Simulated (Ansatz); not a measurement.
Crystal: Ga.

```xyz
2
Lattice="2.7784 0.0000 0.0000 0.0000 3.2816 0.0000 -1.3434 0.0000 3.9903" Properties=species:S:1:pos:R:3 pbc="T T T"
Ga   -0.6607    2.4612    3.0732
Ga    2.0957    0.8204    0.9171
```

This isn't the form of Ga at room conditions, which is orthorhombic.

Base run:

* Program: Ansatz 0.2.0
* Functional: PBEsol
* Potentials or basis: all-electron LAPW, scalar-relativistic
* Cutoff: 251 eV (chosen from the basis error)
* Basis error allowed: 0.001 eV/atom
* k mesh: 10 × 8 × 7
* Occupations: fermi-dirac, width 0.05 eV
* Spin: no spin polarisation

Its results: pressure -0.6 GPa; largest force 0.072 eV/Å.

Task: After a change of settings the same cell gave: pressure -2.7 GPa; largest force 0.130 eV/Å. Which change was it?
A. potentials or basis from all-electron LAPW, scalar-relativistic to all-electron PAW datasets made for the crystal
B. functional from PBEsol to LDA; k mesh from 10 × 8 × 7 to 7 × 6 × 5
C. potentials or basis from all-electron LAPW, scalar-relativistic to all-electron LAPW, non-relativistic
D. potentials or basis from all-electron LAPW, scalar-relativistic to all-electron LAPW, inner shells corrected to Dirac's equation

Result: B.

Caveats: the k mesh is thin for a metal, which can move the energy by tens of meV per atom (some runs).

The runs don't all hold the same shells in valence.
